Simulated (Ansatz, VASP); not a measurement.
## Two plane-wave programs on Pb3S

```
Pb S
1.0
     4.83047    0.00000    0.00000
     0.00000    4.83047    0.00000
     0.00000    0.00000    4.83047
Pb S
3 1
Direct
  0.50000 0.50000 0.00000
  0.00000 0.50000 0.50000
  0.50000 0.00000 0.50000
  0.00000 0.00000 0.00000
```

Change from the starting cell: species swapped into the SmPb3 type (Pm-3m, No. 221).

Alike in both runs: task relaxation of cell and atoms; functional PBE; k mesh 10 × 10 × 10; occupations gaussian, width 0.1 eV; no spin polarisation.

```csv
,VASP,Ansatz
version,VASP 6.6.1,Ansatz 0.2.0
potentials or method,"VASP PAW PBE potentials, release 64 (Pb_d, S)","scalar-relativistic, plane waves, PAW"
plane-wave cutoff (eV),600,420
valence electrons in the cell,48,48
```

VASP gave:

* gap on the k mesh at the Fermi level, each at its own relaxed structure (eV): none
* relaxed volume (Å³/atom): 28.40
* relaxed cell length with the largest relative difference (Å): 4.843

**Question.** What did Ansatz give for the same quantities?

**Answer.** gap on the k mesh at the Fermi level, each at its own relaxed structure (eV): none; relaxed volume (Å³/atom): 28.41; relaxed cell length with the largest relative difference (Å): 4.844.

A gap of «none» marks a metal or a gap that the smearing closes.

Spin-orbit coupling is left out, which matters for the levels of Pb.
